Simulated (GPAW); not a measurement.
# KBr (Fm-3m) in GPAW: settings compared

The runs below take KBr through band structure, equation of state, with PBE, PBEsol+D4.

Program: GPAW 26.7.0. These are calculated values, not measurements. Logs are shortened: lines on timing, memory, paths and dates and some standing lists are left out, and cuts for length are marked. The log counts tension as positive stress, the text compression.

**1. The structure**

The structure is cubic, space group Fm-3m (No. 225). Conventional cell: a = 6.600 Å, b = 6.600 Å, c = 6.600 Å, α = 90.00°, β = 90.00°, γ = 90.00°. Around Br (site symmetry m-3m) lie 6 K at 3.30 Å. K (site symmetry m-3m) is surrounded by 6 Br at 3.30 Å.

**2. Band structure, PBE**

Input file run.py:

```python
from ase.dft.bandgap import bandgap
from ase.io import read, write
from gpaw import GPAW

atoms = read('POSCAR')

calc = GPAW(mode='fd',
            h=0.16,
            xc='PBE',
            kpts={'size': (6, 6, 6), 'gamma': True},
            occupations={'name': 'fermi-dirac', 'width': 0.05},
            nbands=16,
            convergence={'density': 1e-05, 'energy': 1e-05},
            maxiter=150,
            txt='gpaw.txt')
atoms.calc = calc
energy = atoms.get_potential_energy()
forces = atoms.get_forces()
calc.write('gs.gpw')
write('result.traj', atoms)
print(f'Energy: {energy:.6f} eV')
print('Forces (eV/A):')
print(forces.round(4))
print('Fermi level:', round(calc.get_fermi_level(), 4), 'eV')
print(f'Gap: {bandgap(calc)[0]:.4f} eV, direct: {bandgap(calc, direct=True)[0]:.4f} eV')

path = atoms.cell.bandpath('GXWKGLUWLK,UX', npoints=80, eps=1e-4)
bs_calc = calc.fixed_density(kpts=path, symmetry='off', nbands=30,
                             convergence={'bands': 'CBM+6.0', 'eigenstates': 1e-6}, txt='bands.txt')
bs = bs_calc.band_structure()
bs.write('bs.json')
print(f'Gap on the path: {bandgap(bs_calc)[0]:.4f} eV')
```

Input file POSCAR:

```
KBr
1.0
    0.0000000000      3.3000000000      3.3000000000
    3.3000000000      0.0000000000      3.3000000000
    3.3000000000      3.3000000000      0.0000000000
Br K
1 1
Direct
    0.5000000000      0.5000000000      0.5000000000
    0.0000000000      0.0000000000      0.0000000000
```

Potentials or basis: GPAW PAW data sets (gpaw-data 1.2.1), fd.

Started as:

```console
$ OMP_NUM_THREADS=1 python run.py
```

gpaw.txt:

```text
__  _  _
 | _ |_)|_||  |
 |__||  | ||/\| - 26.7.0

Input parameters:
  mode=FD(),
  convergence={'density': 1e-05, 'energy': 1e-05},
  h=0.16,
  kpts=MonkhorstPack(size=(6, 6, 6), gamma=True),
  maxiter=150,
  nbands=16,
  occupations=Occupations(name='fermi-dirac', width=0.05),
  xc=XC(name='PBE')

Diagonalizing LCAO Hamiltonian
Converting LCAO to fd mode

                 Br

       K

Atoms  # Å, Bohr magnetons
|   | symbol |        x |        y |        z |    initial magnetic moments |
|---|--------|----------|----------|----------|-----------------------------|
| 0 |     Br | 3.300000 | 3.300000 | 3.300000 | ( 0.0000,  0.0000,  0.0000) |
| 1 |      K | 0.000000 | 0.000000 | 0.000000 | ( 0.0000,  0.0000,  0.0000) |

Unit cell  # Å
| periodic |        x |        y |        z |  lengths |    angles |
|----------|----------|----------|----------|----------|-----------|
|      yes | 0.000000 | 3.300000 | 3.300000 | 4.666905 | 60.000000 |
|      yes | 3.300000 | 0.000000 | 3.300000 | 4.666905 | 60.000000 |
|      yes | 3.300000 | 3.300000 | 0.000000 | 4.666905 | 60.000000 |

Number of symmetries: 48
Symmetry operations  # r_c * U_cc + t_c -> r_c
|    | kind |            matrix            |
|----|------|------------------------------|
|  0 |  σ   |  1, 0, 0,  1, 0,-1,  1,-1, 0 |
|  1 |  C2  |  1, 0, 0,  1,-1, 0,  1, 0,-1 |
|  2 |  E   |  1, 0, 0,  0, 1, 0,  0, 0, 1 |
|  3 |  σ   |  1, 0, 0,  0, 0, 1,  0, 1, 0 |
|  4 |  C4  |  1, 0,-1,  1, 0, 0,  1,-1, 0 |
|  5 |  S6  |  1, 0,-1,  1,-1, 0,  1, 0, 0 |
|  6 |  σ   |  1, 0,-1,  0, 1,-1,  0, 0,-1 |
|  7 |  C3  |  1, 0,-1,  0, 0,-1,  0, 1,-1 |
|  8 |  S6  |  1,-1, 0,  1, 0, 0,  1, 0,-1 |
|  9 |  C4  |  1,-1, 0,  1, 0,-1,  1, 0, 0 |
| 10 |  C3  |  1,-1, 0,  0,-1, 1,  0,-1, 0 |
| 11 |  σ   |  1,-1, 0,  0,-1, 0,  0,-1, 1 |
| 12 |  σ   |  0, 1, 0,  1, 0, 0,  0, 0, 1 |
| 13 |  C4  |  0, 1, 0,  0, 1,-1, -1, 1, 0 |
| 14 |  C3  |  0, 1, 0,  0, 0, 1,  1, 0, 0 |
| 15 |  S6  |  0, 1, 0, -1, 1, 0,  0, 1,-1 |
| 16 |  C2  |  0, 1,-1,  1, 0,-1,  0, 0,-1 |
| 17 |  σ   |  0, 1,-1,  0, 1, 0, -1, 1, 0 |
| 18 |  S4  |  0, 1,-1,  0, 0,-1,  1, 0,-1 |
| 19 |  C4  |  0, 1,-1, -1, 1, 0,  0, 1, 0 |
| 20 |  C3  |  0, 0, 1,  1, 0, 0,  0, 1, 0 |
| 21 |  σ   |  0, 0, 1,  0, 1, 0,  1, 0, 0 |
| 22 |  S6  |  0, 0, 1,  0,-1, 1, -1, 0, 1 |
| 23 |  C4  |  0, 0, 1, -1, 0, 1,  0,-1, 1 |
| 24 |  S4  |  0, 0,-1,  1, 0,-1,  0, 1,-1 |
| 25 |  C3  |  0, 0,-1,  0, 1,-1,  1, 0,-1 |
| 26 |  C2  |  0, 0,-1,  0,-1, 0, -1, 0, 0 |
| 27 |  S6  |  0, 0,-1, -1, 0, 0,  0,-1, 0 |
| 28 |  S4  |  0,-1, 1,  1,-1, 0,  0,-1, 0 |
| 29 |  C4  |  0,-1, 1,  0, 0, 1, -1, 0, 1 |
| 30 |  C2  |  0,-1, 1,  0,-1, 0,  1,-1, 0 |
| 31 |  σ   |  0,-1, 1, -1, 0, 1,  0, 0, 1 |
| 32 |  C3  |  0,-1, 0,  1,-1, 0,  0,-1, 1 |
| 33 |  S6  |  0,-1, 0,  0, 0,-1, -1, 0, 0 |
| 34 |  S4  |  0,-1, 0,  0,-1, 1,  1,-1, 0 |
| 35 |  C2  |  0,-1, 0, -1, 0, 0,  0, 0,-1 |
| 36 |  C2  | -1, 1, 0,  0, 1, 0,  0, 1,-1 |
| 37 |  S6  | -1, 1, 0,  0, 1,-1,  0, 1, 0 |
| 38 |  S4  | -1, 1, 0, -1, 0, 1, -1, 0, 0 |
| 39 |  C3  | -1, 1, 0, -1, 0, 0, -1, 0, 1 |
| 40 |  S6  | -1, 0, 1,  0, 0, 1,  0,-1, 1 |
| 41 |  C2  | -1, 0, 1,  0,-1, 1,  0, 0, 1 |
| 42 |  C3  | -1, 0, 1, -1, 1, 0, -1, 0, 0 |
| 43 |  S4  | -1, 0, 1, -1, 0, 0, -1, 1, 0 |
| 44 |  C2  | -1, 0, 0,  0, 0,-1,  0,-1, 0 |
| 45 |  i   | -1, 0, 0,  0,-1, 0,  0, 0,-1 |
| 46 |  σ   | -1, 0, 0, -1, 1, 0, -1, 0, 1 |
| 47 |  C2  | -1, 0, 0, -1, 0, 1, -1, 1, 0 |

BZ-sampling:
  Number of BZ points: 216
  Number of IBZ points: 16

  Monkhorst-Pack size: [6, 6, 6]
  Monkhorst-Pack shift: [0.08333333333333333, 0.08333333333333333, 0.08333333333333333]

K-points  # in reciprocal-cell coordinates
|     |                                coordinates |     weight |
|-----|--------------------------------------------|------------|
|   0 | (  0.00000000,   0.00000000,   0.00000000) | 0.00462963 |
|   1 | (  0.16666667,   0.16666667,   0.00000000) | 0.02777778 |
|   2 | (  0.16666667,   0.16666667,   0.16666667) | 0.03703704 |
|   3 | (  0.33333333,   0.16666667,   0.16666667) | 0.05555556 |
|   4 | (  0.33333333,   0.33333333,  -0.33333333) | 0.05555556 |
|   5 | (  0.33333333,   0.33333333,   0.00000000) | 0.02777778 |
|   6 | (  0.33333333,   0.33333333,   0.16666667) | 0.11111111 |
|   7 | (  0.33333333,   0.33333333,   0.33333333) | 0.03703704 |
|   8 | (  0.50000000,   0.33333333,  -0.33333333) | 0.11111111 |
|   9 | (  0.50000000,   0.33333333,  -0.16666667) | 0.05555556 |
| ... |                                            |            |
|  15 | (  0.50000000,   0.50000000,   0.50000000) | 0.01851852 |

Uniform wave function grid shape: (np.int64(24), np.int64(24), np.int64(24))
Spin-components: 1 (collinear spins)
Bands:           16
Projectors:      10
Spin-degeneracy: 2
Datatype:        complex128

Parallelization:
  kpt:    1
  domain: 1
  band:   1

Density:
  Valence electrons: 16.0
  Components: 1
  Grid points: [24 24 24]
  Charge: 0.0  # |e|

Potential:
  Grid points: [24 24 24]

species:
  Br:
    name:    Bromine
    Z:       35.0
    valence: 7
    core:    28
    charge:  0.0  # [|e|]
    compensation charges:
      type: gauss
      rc: 0.35  # [Å]
      lmax: 2
    cutoffs:
      filter: 1.98  # [Å]
      core: 2.38  # [Å]
    projectors
    | kind |    occ | energy [eV] | rcut [Å] |
    |------|--------|-------------|----------|
    |   4s |  2.000 |     -20.121 |    1.111 |
    |   4p |  5.000 |      -7.861 |    1.111 |
    |    s |        |       7.091 |    1.111 |
    |    p |        |      19.351 |    1.111 |
    |    d |        |       0.000 |    1.111 |

    Using partial waves for Br as LCAO basis

  K:
    name:    Potassium
    Z:       19.0
    valence: 9
    core:    10
    charge:  0.0  # [|e|]
    compensation charges:
      type: gauss
      rc: 0.35  # [Å]
      lmax: 2
    cutoffs:
      filter: 1.91  # [Å]
      core: 1.27  # [Å]
    projectors
    | kind |    occ | energy [eV] | rcut [Å] |
    |------|--------|-------------|----------|
    |   3s |  2.000 |     -35.338 |    1.122 |
    |   4s |  1.000 |      -2.319 |    1.122 |
    |   3p |  6.000 |     -18.813 |    1.106 |
    |    p |        |       8.398 |    1.106 |
    |    d |        |       0.000 |    0.937 |

    Using partial waves for K as LCAO basis

Reference energy: -87284.500948  # eV

eigensolver:
  PPCG
  Converge bands: occupied
  niter=2

density mixing:
  MSR1-Mixer
  Pratt-step length: 0.05
  Maximum mixing coefficient: 0.75
  Old densities: 10
  SVD Regularization: 0.005
  Good broyden scale: 1.0
  Trust region scale: 1.0
  Backstep threshold: 4.0
  History deletion threshold: 6.0
  Fourier metric: weight=20.0, sigma=0.015

occupation numbers:
  Fermi-Dirac:
    width: 0.0500  # eV

FastPoissonSolver using
    Stencil: 12*3+1=37 point O(h^6) finite-difference Laplacian
    FFT axes: [np.int64(0), np.int64(1), np.int64(2)]
    FST axes: []

xc functional:
  name: PBE with 2 nearest neighbor stencil
interpolation: tri-quintic # 5. degree polynomial

convergence criteria:
- Maximum integral of absolute [dens]ity change: 1e-05 electrons / valence electron
- Maximum [total energy] change in last 3 cyles: 1e-05 eV / valence electron
- Maximum integral of absolute [eigenst]ate change: 4e-08 eV^2 / valence electron
maximum number of iterations: 150

SCF iterations
|iter     | |      energy | eigst |  dens |
|---------|-|-------------|-------|-------|
|iter:   1| |   -6.491462 | +0.13 |       |
|iter:   2| |   -6.480919 | -1.25 | -1.31 |
|iter:   3| |   -6.373755 | -1.54 | -1.35 |
|iter:   4| |   -6.376977 | -2.42 | -1.73 |
|iter:   5| |   -6.378817 | -3.32 | -2.16 |
|iter:   6| |   -6.378979 | -4.34 | -2.85 |
|iter:   7| |   -6.378991 | -5.31 | -3.50 |
|iter:   8| |   -6.378992c| -6.16 | -4.08 |
|iter:   9| |   -6.378992c| -7.09 | -5.01c|
|iter:  10| |   -6.378992c| -7.62c| -5.50c|

Converged in 10 steps
Energy contributions relative to reference atoms: (reference = -87284.500948)

Energy contributions:
  Kinetic:           5.118208
  Coulomb:          -4.417251
  Zero:             -0.599303
  External:          0.000000
  Xc:               -6.480646
  Entropy:          -0.000000
  Spinorbit:         0.000000
  ----------------------------
  Free energy:      -6.378992
  Extrapolated:     -6.378992

dipole moment: (-24.050000, -24.050000, -24.050000)  # |e|*Ang

Fermi level: 1.613
Eigenvalues  # (at kpt = [0.000, 0.000, 0.000])
| band index |      eig [eV] | occ [0-2] |
|------------|---------------|-----------|
|          0 |       -27.948 |     2.000 |
|          1 |       -12.477 |     2.000 |
|          2 |       -11.458 |     2.000 |
|          3 |       -11.458 |     2.000 |
|          4 |       -11.456 |     2.000 |
|          5 |        -0.198 |     2.000 |
|          6 |        -0.198 |     2.000 |
|          7 |        -0.198 |     2.000 |
|          8 |         4.243 |     0.000 |
|          9 |         7.401 |     0.000 |
|         10 |         7.401 |     0.000 |
|         11 |         7.402 |     0.000 |
|         12 |         8.212 |     0.000 |
|         13 |         8.222 |     0.000 |
|         14 |        11.416 |     0.000 |
|         15 |        14.715 |     0.000 |

Gap: 4.441 eV
Transition (v -> c):
  (s=0, k=0, n=7, [0.00, 0.00, 0.00]) -> (s=0, k=0, n=8, [0.00, 0.00, 0.00])
No difference between direct/indirect transitions

Forces  # eV/Ang
|        x |        y |       z |
|----------|----------|---------|
|  0.00000 |  0.00000 | 0.00000 |  # Br   0
| -0.00000 | -0.00000 | 0.00000 |  # K    1

# Writing to gs.gpw (mode='')
```

Run time: 6.2 min. Hardware: 1 thread of Intel Xeon Platinum 8175M at 2.50GHz (Skylake/Cascade Lake), shared host; peak memory 0.9 GiB.

Results:

- Free energy: -6.3790 eV
- Band gap on the k mesh: 4.44 eV, direct
- Band gap along the path: 4.44 eV, direct

Levels at the corners of the path, in eV from the valence-band top:
| point | band 5 | band 6 | band 7 | band 8 | band 9 | band 10 | band 11 | band 12 |
| --- | --- | --- | --- | --- | --- | --- | --- | --- |
| Γ | -11.26 | 0.00 | 0.00 | 0.00 | 4.44 | 7.60 | 7.60 | 7.60 |
| X | -11.29 | -0.81 | -0.29 | -0.29 | 5.87 | 7.21 | 9.32 | 9.50 |
| W | -11.16 | -0.59 | -0.59 | -0.54 | 7.38 | 7.38 | 8.26 | 8.98 |
| K | -11.18 | -0.70 | -0.64 | -0.33 | 6.59 | 8.16 | 8.46 | 9.15 |
| Γ | -11.26 | 0.00 | 0.00 | 0.00 | 4.44 | 7.60 | 7.60 | 7.60 |
| L | -11.01 | -1.18 | -0.33 | -0.33 | 6.59 | 8.23 | 9.71 | 9.71 |
| U | -11.18 | -0.70 | -0.64 | -0.33 | 6.59 | 8.16 | 8.46 | 9.15 |
| W | -11.16 | -0.59 | -0.59 | -0.54 | 7.38 | 7.38 | 8.26 | 8.98 |
| L | -11.01 | -1.18 | -0.33 | -0.33 | 6.59 | 8.23 | 9.71 | 9.71 |
| K | -11.18 | -0.70 | -0.64 | -0.33 | 6.59 | 8.16 | 8.46 | 9.15 |
| U | -11.18 | -0.70 | -0.64 | -0.33 | 6.59 | 8.16 | 8.46 | 9.15 |
| X | -11.29 | -0.81 | -0.29 | -0.29 | 5.87 | 7.21 | 9.32 | 9.50 |

Caveat: the real-space grid adds noise to forces. Expect the measured gap to be larger: semilocal functionals such as PBE lack the derivative discontinuity.

[end of part 1 of 2]
